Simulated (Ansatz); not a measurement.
# Hf3H: the cost of one run

Computed with Ansatz 0.2.0 (DFT PBE, scalar-relativistic, plane waves, PAW, unless a step's input says otherwise).

**1. The starting structure**

The structure is cubic, space group Pm-3n (No. 223). Conventional cell: a = 5.120 Å, b = 5.120 Å, c = 5.120 Å, α = 90.00°, β = 90.00°, γ = 90.00°. Hf (site symmetry -4m2) has 2 Hf at 2.56 Å and 4 H at 2.86 Å as nearest neighbours. Around H (site symmetry m-3) lie 12 Hf at 2.86 Å.

As a file:

```cif
data_structure
_symmetry_space_group_name_H-M 'Pm-3n'
_symmetry_Int_Tables_number 223
_cell_length_a 5.1202
_cell_length_b 5.1202
_cell_length_c 5.1202
_cell_angle_alpha 90.000
_cell_angle_beta 90.000
_cell_angle_gamma 90.000
_cell_volume 134.24
loop_
_atom_site_label
_atom_site_type_symbol
_atom_site_symmetry_multiplicity
_atom_site_Wyckoff_symbol
_atom_site_fract_x
_atom_site_fract_y
_atom_site_fract_z
_atom_site_occupancy
Hf1 Hf 6 c 0.00000 0.50000 0.25000 1
H1 H 2 a 0.00000 0.00000 0.00000 1
```

This is candidate A: A15 type (Pm-3n, No. 223).

(A quick probe on a coarse mesh, which set the mesh and smearing, is not shown.)

**3. Rough relaxation on the coarse mesh (candidate A)**

input.yaml reads:

```yaml
crystal:
  lattice:
    - [5.1202407243, 0.0, 0.0]
    - [0.0, 5.1202407243, 0.0]
    - [0.0, 0.0, 5.1202407243]
  atoms:
    - { symbol: Hf, position: [0.0, 0.5, 0.25] }
    - { symbol: Hf, position: [0.0, 0.5, 0.75] }
    - { symbol: Hf, position: [0.25, 0.0, 0.5] }
    - { symbol: Hf, position: [0.75, 0.0, 0.5] }
    - { symbol: Hf, position: [0.5, 0.75, 0.0] }
    - { symbol: Hf, position: [0.5, 0.25, 0.0] }
    - { symbol: H, position: [0.0, 0.0, 0.0] }
    - { symbol: H, position: [0.5, 0.5, 0.5] }
basis:
  ecutwfc: 420
kpoints:
  mp_grid: { grid: [4, 4, 4] }
hamiltonian:
  xc: pbe
scf:
  occupations: { method: gaussian, width: 0.1 }
  lower_state_search: "off"
output:
  forces: true
  stress: true
  eigenvalues: true
relax:
  adjacent_minimum: "off"
  f_tol: 0.04
  max_steps: 70
  cell: { stress_tol: 0.4 }
```

The run is started by

```sh
ansatz run input.yaml --threads 1 --pin off --max-ram 2560MiB --backend cpu --events-out ev --progress --plain --runs-dir out
```

**Question.** How long does this run take on 1 thread of Arm Neoverse V1, shared host, and how much memory does it need?

About 46 s, with a peak of 0.46 GiB.
